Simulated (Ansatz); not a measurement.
# CdSe: the cost of one run

Program: Ansatz 0.2.0. Level of theory: DFT PBE, scalar-relativistic. These are calculated values, not measurements.

**1. The structure to begin with**

The structure is cubic, space group F-43m (No. 216). Conventional cell: a = 6.141 Å, b = 6.141 Å, c = 6.141 Å, α = 90.00°, β = 90.00°, γ = 90.00°. Cd (site symmetry -43m) has 4 Se at 2.66 Å as nearest neighbours. Around Se (site symmetry -43m) lie 4 Cd at 2.66 Å.

As a file:

```cif
data_structure
_symmetry_space_group_name_H-M 'F-43m'
_symmetry_Int_Tables_number 216
_cell_length_a 6.1405
_cell_length_b 6.1405
_cell_length_c 6.1405
_cell_angle_alpha 90.000
_cell_angle_beta 90.000
_cell_angle_gamma 90.000
_cell_volume 231.54
loop_
_atom_site_label
_atom_site_type_symbol
_atom_site_symmetry_multiplicity
_atom_site_Wyckoff_symbol
_atom_site_fract_x
_atom_site_fract_y
_atom_site_fract_z
_atom_site_occupancy
Cd1 Cd 4 a 0.00000 0.00000 0.00000 1
Se1 Se 4 d 0.25000 0.25000 0.75000 1
```

The file gives the conventional cell by its symmetry; the runs use the cell typed in the input.

Atoms are numbered in the order of the input: Cd1, Se2.

**2. After the deformation**

Space group F-43m before, I-4m2 after.

**3. All-electron LAPW**

File input.yaml:

```yaml
crystal:
  lattice:
    - [0.0, 3.0395684866, 3.0702711986]
    - [3.0395684866, 0.0, 3.0702711986]
    - [3.0395684866, 3.0395684866, 0.0]
  atoms:
    - { symbol: Cd, position: [0.0, 0.0, 0.0] }
    - { symbol: Se, position: [0.25, 0.25, 0.25] }
kpoints:
  mp_grid: { grid: [8, 8, 8] }
  band_path:
    path:
      - [0.0, 0.0, 0.0]
      - [0.5, 0.0, 0.5]
      - [0.75, 0.25, 0.5]
      - [0.5, 0.5, 0.5]
      - [0.0, 0.0, 0.0]
      - [0.5, 0.5, 0.0]
      - [0.6274875, 0.6274875, 0.254975]
      - [0.3725125, 0.3725125, 0.745025]
      - [0.0, 0.0, 0.0]
    npoints: 5
scf:
  occupations: { method: fermi_dirac, width: 0.03 }
hamiltonian:
  xc: pbe
  pseudopotentials: { kind: all_electron, lapw: { basis_error: 0.001 } }
output:
  forces: true
  stress: true
  eigenvalues: true
```

Command:

```
$ ansatz run input.yaml --threads 1 --pin off --max-ram 3072MiB --backend cpu --events-out ev --progress --plain --runs-dir out
```

What time and memory should one allow on 1 thread of Intel Xeon Platinum 8488C (Sapphire Rapids), shared host?

About 23 s, with a peak of 0.4 GiB.
